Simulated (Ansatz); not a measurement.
# SnSe: Wannier functions and tight-binding models

Where do the localised orbitals of SnSe sit, how far are they spread, and how do the settings change that? Plan: PBE, anion s p, 6×6×6; PBE, anion s p, 4×4×4; PBE, anion p, 6×6×6; PBE, all s p, disentangled, 6×6×6; PBE, cation s and anion p, disentangled, 6×6×6; r2SCAN, anion s p, 6×6×6; r2SCAN, cation s and anion p, disentangled, 6×6×6; r2SCAN, anion p, 6×6×6; HSE06, anion s p, 6×6×6; HSE06, anion p, 6×6×6 (level, trial orbitals, Wannier mesh).

Program: Ansatz 0.2.0. Level of theory: plane waves, PAW. These are calculated values, not measurements.

1 further run of the same task is left out (it didn't finish).

## 1. The system as given

The structure is cubic, space group Fm-3m (No. 225). The conventional cell has a = 5.970 Å, b = 5.970 Å, c = 5.970 Å, α = 90.00°, β = 90.00°, γ = 90.00°. Sn (site symmetry m-3m) is surrounded by 6 Se at 2.98 Å. Se (site symmetry m-3m) is surrounded by 6 Sn at 2.98 Å.

As a file:

```xyz
2
Lattice="0.0000 2.9849 2.9849 2.9849 0.0000 2.9849 2.9849 2.9849 0.0000" Properties=species:S:1:pos:R:3 pbc="T T T"
Sn    0.0000    0.0000    0.0000
Se    2.9849    2.9849    2.9849
```

Cell and atoms come from an earlier r2SCAN+rVV10 relaxation. No run includes spin-orbit coupling, which matters for Sn.

## 2. PBE, anion s p, 6×6×6

Input file input.yaml:

```yaml
crystal:
  lattice:
    - [0.0, 2.9848894956, 2.9848894956]
    - [2.9848894956, 0.0, 2.9848894956]
    - [2.9848894956, 2.9848894956, 0.0]
  atoms:
    - { symbol: Sn, position: [0.0, 0.0, 0.0] }
    - { symbol: Se, position: [0.5, 0.5, 0.5] }
kpoints:
  mp_grid: { grid: [6, 6, 6] }
  band_path:
    path:
      - [[0.0, 0.0, 0.0], [0.5, 8.535277504217e-36, 0.5], [0.625, 0.25, 0.625]]
      - [[0.375, 0.375, 0.75], [0.0, 0.0, 0.0], [0.5, 0.5, 0.5], [0.5, 0.25, 0.75], [0.5, 8.535277504217e-36, 0.5]]
    npoints: 10
hamiltonian:
  xc: pbe
scf:
  occupations: { method: fixed }
  n_extra_bands: 6
output:
  forces: false
  stress: false
  eigenvalues: true
  wannier:
    kmesh: [6, 6, 6]
    projections: [{ species: Se, l: s, shell: 4 }, { species: Se, l: p, shell: 4 }]
    minimise: true
    write_hr: true
    conv_tol: 1.0e-08
    max_iter: 3000
  write_density: true
  write_potential: true
  elf: true
  volumetric_format: npy
```

The run is started by

```console
$ ansatz run input.yaml --threads 4 --pin off --max-ram 3686MiB --backend cpu --events-out ev --progress --plain --runs-dir out
```

Standard output:

```text
Warning: RAYON_NUM_THREADS=4 ignored (pool sized by the plan → 4); use --threads N
scf.n_extra_bands = 6 over 15 filled bands (N_el = 30.0): the run solves 21 bands
Engine: ansatz 0.2.0, aarch64-unknown-linux-gnu
Pseudopotentials: kind: paw
Pseudopotential: Sn, paw, valence charge 14, recommended cutoff 420 eV (normal), Sn.paw.azcp
Pseudopotential: Se, paw, valence charge 16, recommended cutoff 420 eV (normal), Se.paw.azcp
Functional definition: PBE
  parameter kappa = 0.804
  parameter beta = 0.06672455060314922
  exchange = pbe_x(kappa = kappa, mu = beta*pi^2/3)
  correlation = pbe_c(beta = beta)
Crystal: 2 atoms, lattice volume = 53.188 Å³
Basis set: ecut = 420 eV, 1037 PW (Γ)
Bands: 21, of which v1, the nominal top of the filled ones, is band 15 counted from 1 (14 counted from 0)
Symmetry: 48 space group operations
Space group: Fm-3m (ITA 225), of the structure as read, at distance tolerance 3.8e-5 Å
k-points: 16 of 216
Non-local potential: Sn, projectors of the file, l = 0: 2, l = 1: 2, l = 2: 2, l = 3: 2
Non-local potential: Se, projectors of the file, l = 0: 2, l = 1: 2, l = 2: 3, l = 3: 1
PAW form: soft (Blöchl's): semilocal exchange-correlation on the pseudo side does not see the compensation charge
PAW one-centre angular grid: Sn, 590 points (default); XC on 64 Gauss nodes
PAW one-centre angular grid: Se, 590 points (default); XC on 64 Gauss nodes
Initial density: superposition of atomic densities (neutral atoms: chi_scale 0, normalization atom), corrected by the library's trained network
Initial wavefunctions: pseudopotential atomic-orbital guess
Functional: x = pbe(κ = 0.804, μ = 0.2195149727645171), c = pbe(β = 0.06672455060314922)
SCF iter   1: F=—  HF=-11494.167938 eV  |F-HF|=—  |Δ(HF+E_count)|=         —  Δρ=7.68e-4  dr2=3.69e-4  ethr=1.77e-3  ⟨swp⟩=4.9  Hψ=1350  notcnv=0  defer=51
preconditioner: auto → none  [insulator: Δε(μ)=0.695 eV  Ē_g=19.324 eV  n_scr=14 (ndim 8)  ℏωp=22.8 eV  f_vac=0.015  ε∞_Penn≈2.4]
SCF iter   2: F=—  HF=-11494.167208 eV  |F-HF|=—  |Δ(HF+E_count)|=   7.30e-4  Δρ=3.21e-4  dr2=5.54e-5  ethr=1.23e-6  ⟨swp⟩=2.2  Hψ=744  notcnv=0  defer=58
SCF iter   3: F=—  HF=-11494.167215 eV  |F-HF|=—  |Δ(HF+E_count)|=   6.88e-6  Δρ=1.62e-4  dr2=8.32e-6  ethr=1.85e-7  ⟨swp⟩=2.0  Hψ=464  notcnv=0  defer=56
SCF iter   4: F=—  HF=-11494.167228 eV  |F-HF|=—  |Δ(HF+E_count)|=   1.31e-5  Δρ=6.49e-5  dr2=1.09e-6  ethr=2.77e-8  ⟨swp⟩=2.4  Hψ=422  notcnv=0  defer=64
SCF iter   5: F=—  HF=-11494.167231 eV  |F-HF|=—  |Δ(HF+E_count)|=   2.22e-6  Δρ=2.38e-5  dr2=2.82e-7  ethr=3.63e-9  ⟨swp⟩=2.0  Hψ=550  notcnv=0  defer=63
SCF iter   6: F=-11494.167231 eV  HF=-11494.167231 eV  |F-HF|=3.65e-9  |Δ(HF+E_count)|=   2.22e-7  Δρ=3.91e-6  dr2=6.96e-9  ethr=3.33e-10  ⟨swp⟩=7.4  Hψ=1490  notcnv=0
SCF 1 converged in 6 iterations: F = -11494.167231 eV  dr2 = 6.96e-9
NSCF: frozen V_eff on 62 k-points
NSCF: frozen V_eff on 19 k-points
the Wannier pass solved 19 of the 216 points of its mesh, and has the states at the others by symmetry: states obtained by the crystal's operations at points that were solved too leave a residual of 2.50e-13 eV (read by the count's bands and the next), within 4.17e-6 eV
SCF converged after 6 iterations
Free energy (F): -11494.167231 eV
Harris-Foulkes:  -11494.167231 eV  (|F-HF|=3.65e-9)
Internal energy: -11494.167231 eV  (E = F + TS)
E sigma→0 (E₀):  -11494.167231 eV
Fermi energy:    9.421664 eV
--- Per-component energies (eV) ---
  E_band       = -467.278562
  E_kinetic    = 303.687240
  E_local      = -3281.957336  (includes V_loc(G=0)·N_el)
  E_nonlocal   = -628.443532
  E_hartree    = 1732.698875
  E_xc         = -487.814286
  E_vxc        = -195.161087  (∫ρ·V_xc dr)
  E_paw        = -6044.189129  (= ΣΔE_a)
  E_vpaw       = -130.799980  (= ΣTr[D̂ρ^β])
  E_aug_tail   = -0.000628  (compensation charges beyond the density's cutoff)
  E_ewald      = -3088.148434
  E_smearing   = -0.000000  (= −TS)
  E_closure    = 0.000000  (closes the sum)
  Σ components = -11494.167231   (vs F -11494.167231, Δ=0.00e0)
--- Band table (eV; the first three rows and the last of 16) ---
  k-point 0: bands = ["-38.3203", "-38.3203", "-38.3185", "-38.3185", "-38.3185", "-12.1644", "-12.1644", "-12.1644", "-12.1633", "-12.1633", "-4.6093", "4.4552", "7.1722", "7.1722", "7.1722", "13.8586", "13.8586", "13.8586", "15.2848", "15.2848", "15.2848"]
  k-point 1: bands = ["-38.3203", "-38.3203", "-38.3185", "-38.3185", "-38.3185", "-12.1659", "-12.1659", "-12.1637", "-12.1606", "-12.1606", "-4.4102", "3.4433", "7.2086", "7.2086", "7.9558", "12.5004", "12.6866", "12.6866", "15.3156", "15.9287", "15.9287"]
  k-point 2: bands = ["-38.3203", "-38.3203", "-38.3185", "-38.3184", "-38.3184", "-12.1705", "-12.1705", "-12.1624", "-12.1535", "-12.1535", "-3.9310", "1.9564", "7.3278", "7.3278", "8.9005", "10.9203", "11.2613", "11.2613", "16.2204", "17.5921", "17.5921"]
  k-point 15: bands = ["-38.3203", "-38.3203", "-38.3185", "-38.3184", "-38.3184", "-12.1888", "-12.1652", "-12.1601", "-12.1518", "-12.1449", "-3.3051", "2.6428", "4.1652", "5.0735", "7.6490", "12.1354", "13.4304", "14.9332", "15.6770", "18.3597", "20.7568"]
Wannier search: line search 1 of at most 3000: gauge-dependent spread (as the search counts it) 2.4812827 Å², largest recent change 1.1e-1 Å² and fall left 2.3e-4 Å² against conv_tol 1.0e-8 Å², 0 stops escaped
```

Run time: 1.5 s. Hardware: 4 threads of Arm Neoverse V1, shared host; peak memory 0.35 GiB.

wannier.win, as written (k points left out):

```
! ansatz wannier90 interface
! projections by site (counted from 0) and shell: 1 4S, 1 4P
! states of the run's bands (counted from 1): 11-11, combinations of 12-15
! their least projectability: 0.6832
num_bands = 4
num_wann  = 4
num_iter  = 2000
conv_tol = 1e-8
conv_window = 5
guiding_centres = true
write_hr = true

begin unit_cell_cart
Ang
  0.0  2.9848894956  2.9848894956
  2.9848894956  0.0  2.9848894956
  2.9848894956  2.9848894956  0.0
end unit_cell_cart

begin atoms_frac
Sn  0.0  0.0  0.0
Se  0.5  0.5  0.5
end atoms_frac

mp_grid = 6 6 6
```

wannier.win names the bands that the functions span: 11, combinations of 12-15 (counted from 1; 15 are filled). Combinations are drawn from entangled bands, so such a model needn't follow any one band.

The head of wannier.spreads.toml:

```toml
omega_i_ang2 = 9.551338713823782
omega_d_ang2 = 0.0017507205912948934
omega_od_ang2 = 1.396113750235061
omega_total_ang2 = 10.949203184650138
least_projectability = 0.6831581038902389
b_vectors_match_mmn = true
n_iter = 74
converged = true
rejected_fitted_steps = 0
```

The functions (centres in Å, on-site energies from the top of the filled bands):

```csv
n,x,y,z,spread (Å²),on-site (eV),nearest atoms,distance (Å)
1,2.654,2.654,2.654,2.725,-6.460,Se2,0.57
2,2.876,2.876,3.529,2.742,-6.399,Se2,0.57
3,3.529,2.876,2.876,2.742,-6.399,Se2,0.57
4,2.876,3.529,2.876,2.742,-6.399,Se2,0.57
```

The largest hoppings ⟨m, 0|H|n, R⟩, one of each Hermitian pair (signs follow the phases of the functions):

```csv
m,n,R,distance (Å),t (eV)
1,4,0 0 0,0.93,-2.271
1,2,0 0 0,0.93,-2.271
1,3,0 0 0,0.93,-2.271
2,4,0 0 0,0.92,-2.239
3,4,0 0 0,0.92,-2.239
2,3,0 0 0,0.92,-2.239
2,3,1 0 -1,3.30,-0.546
4,3,1 -1 0,3.30,-0.546
```

Interpolated bands at the corners of the path, eV from the top of the filled bands:

```csv
point,e1,e2,e3,e4
Γ,-14.18,-2.40,-2.40,-2.40
X,-12.90,-5.77,-3.89,-3.89
U,-12.90,-5.51,-5.07,-3.49
K,-12.90,-5.51,-5.07,-3.49
Γ,-14.18,-2.40,-2.40,-2.40
L,-13.20,-8.30,-2.15,-2.15
W,-12.87,-4.94,-4.87,-1.89
X,-12.90,-5.77,-3.89,-3.89
```

Along the path each interpolated band stays within 0.02, 1.93, 0.94, 1.52 eV of the nearest computed level, from the lowest band up.

Misses of an eV or more mean that the model does not follow those bands.

The maps below are laid out on this run's own conventional cell (a, b, c = 5.970, 5.970, 5.970 Å).

Density in a lattice plane of the grid's cell (edges 5.97 and 5.97 Å, at 0.000 of the third edge), which holds Sn and Se.

Ten even steps from ' ' (0.06 e/Å³) to '@' (45.34 e/Å³):
```
::..                  ::==::                  ..
                                                
                                                
                                                
                                                
                                                
                                                
                                                
==::                  ..::..                  ::
@@++..              ..::--::..              ..++
==::                  ..::..                  ::
                                                
                                                
                                                
                                                
                                                
                                                
                                                
::..                  ::==::                  ..
--::..              ..++@@++..              ..::
```
Columns run along the first of these edges and rows up along the second, over one cell in 24 and 20 even steps from the bottom left corner. Atoms in the plane (fractional): Sn at (0.00, 0.00), Sn at (0.50, 0.50), Se at (0.00, 0.50), Se at (0.50, 0.00).

ELF in the same plane.

Ten even steps from ' ' (0.00) to '@' (0.79):
```
    ..====--==##@@@@%%++--++%%@@@@##==--====..  
..::--==------**%%@@@@@@%%@@@@@@%%**------==--::
======----::::==##%%@@@@@@@@@@%%##==::::----====
--------::....::==**##%%%%%%##**==::....::------
++====--::..  ..::--====++====--::..  ..::--====
%%%%##**==::....::--------------::....::==**##%%
@@@@@@%%##==::::----==========----::::==##%%@@@@
%%@@@@@@%%**------==--::..::--==------**%%@@@@@@
--++%%@@@@##==--====..      ..====--==##@@@@%%++
..--##@@@@##++--==--..      ..--==--++##@@@@##--
--++%%@@@@##==--====..      ..====--==##@@@@%%++
%%@@@@@@%%**------==--::..::--==------**%%@@@@@@
@@@@@@%%##==::::----==========----::::==##%%@@@@
%%%%##**==::....::--------------::....::==**##%%
++====--::..  ..::--====++====--::..  ..::--====
--------::....::==**##%%%%%%##**==::....::------
======----::::==##%%@@@@@@@@@@%%##==::::----====
..::--==------**%%@@@@@@%%@@@@@@%%**------==--::
    ..====--==##@@@@%%++--++%%@@@@##==--====..  
    ..--==--++##@@@@##--..--##@@@@##++--==--..  
```
Columns run along the first of these edges and rows up along the second, over one cell in 24 and 20 even steps from the bottom left corner. Atoms in the plane (fractional): Sn at (0.00, 0.00), Sn at (0.50, 0.50), Se at (0.00, 0.50), Se at (0.50, 0.00).

Both are smooth fields of the valence electrons: close to the nuclei they are not physical.

Outside the cores ELF peaks at 0.79 in the shell around Se, 0.8 Å from Se.

## 3. PBE, anion s p, 4×4×4

Changes to input.yaml since step 2:

```diff
@@ -25,3 +25,3 @@
   wannier:
-    kmesh: [6, 6, 6]
+    kmesh: [4, 4, 4]
     projections: [{ species: Se, l: s, shell: 4 }, { species: Se, l: p, shell: 4 }]
```

The run is started by

```console
$ ansatz run input.yaml --threads 4 --pin off --max-ram 3686MiB --backend cpu --events-out ev --progress --plain --runs-dir out
```

Standard output, shortened:

```text
Warning: RAYON_NUM_THREADS=4 ignored (pool sized by the plan → 4); use --threads N
scf.n_extra_bands = 6 over 15 filled bands (N_el = 30.0): the run solves 21 bands
[...]
[... 4 set-up lines as earlier in the session ...]
[...]
Crystal: 2 atoms, lattice volume = 53.188 Å³
[...]
SCF converged after 6 iterations
Free energy (F): -11494.167231 eV
[...]
E sigma→0 (E₀):  -11494.167231 eV
Fermi energy:    9.421664 eV
[...]
--- Band table (eV; the first three rows and the last of 16) ---
[... band rows left out ...]
[...]
Wannier search: line search 1 of at most 3000: gauge-dependent spread (as the search counts it) 2.3980964 Å², largest recent change 5.7e-2 Å² and fall left 2.1e-4 Å² against conv_tol 1.0e-8 Å², 0 stops escaped
```

Wall time 1.1 s (4 threads of Arm Neoverse V1, shared host); peak memory 0.31 GiB.

wannier.win names the bands that the functions span: 11, combinations of 12-15 (counted from 1; 15 are filled). Combinations are drawn from entangled bands, so such a model needn't follow any one band.

The head of wannier.spreads.toml:

```toml
omega_i_ang2 = 7.846575283839549
omega_d_ang2 = 0.001634253447717488
omega_od_ang2 = 1.3991661926492285
omega_total_ang2 = 9.247375729936495
least_projectability = 0.6831581039362695
b_vectors_match_mmn = true
n_iter = 39
converged = true
rejected_fitted_steps = 0
```

The functions (centres in Å, on-site energies from the top of the filled bands):

```csv
n,x,y,z,spread (Å²),on-site (eV),nearest atoms,distance (Å)
1,2.647,2.636,2.652,2.307,-6.512,Se2,0.59
2,2.876,2.880,3.542,2.314,-6.479,Se2,0.58
3,3.541,2.876,2.870,2.314,-6.480,Se2,0.58
4,2.865,3.537,2.863,2.313,-6.481,Se2,0.58
```

Along the path each interpolated band stays within 0.07, 1.71, 0.89, 1.51 eV of the nearest computed level, from the lowest band up.

Misses of an eV or more mean that the model does not follow those bands.

## 4. PBE, anion p, 6×6×6

Changes to input.yaml since step 3:

```diff
@@ -25,4 +25,4 @@
   wannier:
-    kmesh: [4, 4, 4]
-    projections: [{ species: Se, l: s, shell: 4 }, { species: Se, l: p, shell: 4 }]
+    kmesh: [6, 6, 6]
+    projections: [{ species: Se, l: p, shell: 4 }]
     minimise: true
@@ -31,5 +31 @@
     max_iter: 3000
-  write_density: true
-  write_potential: true
-  elf: true
-  volumetric_format: npy
```

The run is started by

```console
$ ansatz run input.yaml --threads 4 --pin off --max-ram 3686MiB --backend cpu --events-out ev --progress --plain --runs-dir out
```

Standard output, shortened:

```text
Warning: RAYON_NUM_THREADS=4 ignored (pool sized by the plan → 4); use --threads N
scf.n_extra_bands = 6 over 15 filled bands (N_el = 30.0): the run solves 21 bands
[...]
[... 4 set-up lines as earlier in the session ...]
[...]
Crystal: 2 atoms, lattice volume = 53.188 Å³
[...]
SCF converged after 6 iterations
Free energy (F): -11494.167231 eV
[...]
E sigma→0 (E₀):  -11494.167231 eV
Fermi energy:    9.421664 eV
[...]
--- Band table (eV; the first three rows and the last of 16) ---
[... band rows left out ...]
[...]
Wannier search: line search 1 of at most 3000: gauge-dependent spread (as the search counts it) 0.1380102 Å², largest recent change 5.1e-3 Å² and fall left 1.2e-6 Å² against conv_tol 1.0e-8 Å², 0 stops escaped
```

It took 1.3 s on 4 threads of Arm Neoverse V1, shared host; peak memory 0.34 GiB.

wannier.win names the bands that the functions span: combinations of 12-15 (counted from 1; 15 are filled). Combinations are drawn from entangled bands, so such a model needn't follow any one band.

The head of wannier.spreads.toml:

```toml
omega_i_ang2 = 10.883376292800705
omega_d_ang2 = 0.000000000000000000000007669819214451656
omega_od_ang2 = 0.13800893163604055
omega_total_ang2 = 11.021385224436745
least_projectability = 0.6831581038902373
b_vectors_match_mmn = true
n_iter = 7
converged = true
rejected_fitted_steps = 0
```

The functions (centres in Å, on-site energies from the top of the filled bands):

```csv
n,x,y,z,spread (Å²),on-site (eV),nearest atoms,distance (Å)
1,2.985,2.985,2.985,3.674,-4.065,Se2,0.00
2,2.985,2.985,2.985,3.674,-4.065,Se2,0.00
3,2.985,2.985,2.985,3.674,-4.065,Se2,0.00
```

The largest hoppings ⟨m, 0|H|n, R⟩, one of each Hermitian pair (signs follow the phases of the functions):

```csv
m,n,R,distance (Å),t (eV)
3,2,0 0 1,4.22,0.433
2,3,0 0 1,4.22,0.433
2,1,0 1 0,4.22,0.433
1,2,0 1 0,4.22,0.433
3,2,1 -1 0,4.22,-0.433
2,3,1 -1 0,4.22,-0.433
1,2,1 0 -1,4.22,-0.433
2,1,1 0 -1,4.22,-0.433
```

Interpolated bands at the corners of the path, eV from the top of the filled bands:

```csv
point,e1,e2,e3
Γ,-2.40,-2.40,-2.40
X,-5.77,-3.89,-3.89
U,-5.49,-5.15,-3.47
K,-5.49,-5.15,-3.47
Γ,-2.40,-2.40,-2.40
L,-8.30,-2.15,-2.15
W,-4.88,-4.88,-1.91
X,-5.77,-3.89,-3.89
```

Along the path each interpolated band stays within 1.88, 0.95, 1.53 eV of the nearest computed level, from the lowest band up.

Misses of an eV or more mean that the model does not follow those bands.

(Part 1 of 3 ends here.)
